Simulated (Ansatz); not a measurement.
# Sn2Ge: the cost of one run

Computed with Ansatz 0.2.0 (DFT PBE, scalar-relativistic, plane waves, PAW, unless a step's input says otherwise).

## (1) The system as given

Symmetry: P-3m1, No. 164, trigonal system. Conventional cell: a = 4.143 Å, b = 4.143 Å, c = 10.148 Å, α = 90.00°, β = 90.00°, γ = 120.00°. Sn (site symmetry 3m) has 3 Ge at 2.54 Å and 1 Sn at 2.54 Å as nearest neighbours. Around Sn (site symmetry 3m) lie 3 Sn at 2.54 Å and 1 Ge at 2.54 Å. Ge (site symmetry 3m) is surrounded by 4 Sn at 2.54 Å.

Coordinates:

```cif
data_structure
_symmetry_space_group_name_H-M 'P-3m1'
_symmetry_Int_Tables_number 164
_cell_length_a 4.1430
_cell_length_b 4.1430
_cell_length_c 10.1483
_cell_angle_alpha 90.000
_cell_angle_beta 90.000
_cell_angle_gamma 120.000
_cell_volume 150.85
loop_
_atom_site_label
_atom_site_type_symbol
_atom_site_symmetry_multiplicity
_atom_site_Wyckoff_symbol
_atom_site_fract_x
_atom_site_fract_y
_atom_site_fract_z
_atom_site_occupancy
Sn1 Sn 2 c 0.00000 0.00000 0.37500 1
Sn2 Sn 2 d 0.33333 0.66667 0.04167 1
Ge1 Ge 2 d 0.66667 0.33333 0.70833 1
```

The start is an ordering of an alloy on its end members' structure types: elements ordered on the sites of the Sn type, Ge/Sn on Sn (P-3m1, No. 164).

## (2) The guess as it stands, on a coarse mesh

Contents of input.yaml:

```yaml
crystal:
  lattice:
    - [4.14302704, 0.0, 0.0]
    - [-2.07151352, 3.58796666, 0.0]
    - [0.0, 0.0, 10.14830223]
  atoms:
    - { symbol: Sn, position: [0.0, 0.0, 0.375] }
    - { symbol: Sn, position: [0.33333333, 0.66666667, 0.04166667] }
    - { symbol: Sn, position: [0.66666667, 0.33333333, 0.95833333] }
    - { symbol: Sn, position: [0.0, 0.0, 0.625] }
    - { symbol: Ge, position: [0.66666667, 0.33333333, 0.70833333] }
    - { symbol: Ge, position: [0.33333333, 0.66666667, 0.29166667] }
basis:
  ecutwfc: 420
kpoints:
  mp_grid: { grid: [6, 6, 2] }
hamiltonian:
  xc: pbe
scf:
  occupations: { method: gaussian, width: 0.1 }
  lower_state_search: "off"
output:
  forces: true
  stress: true
  eigenvalues: true
```

Launch:

```
$ ansatz run input.yaml --threads 1 --pin off --max-ram 2560MiB --backend cpu --events-out ev --progress --plain --runs-dir out
```

What time and memory should one allow on 1 thread of AMD EPYC 9R45 (Zen 5), shared host?

About 2.5 s, with a peak of 0.47 GiB.
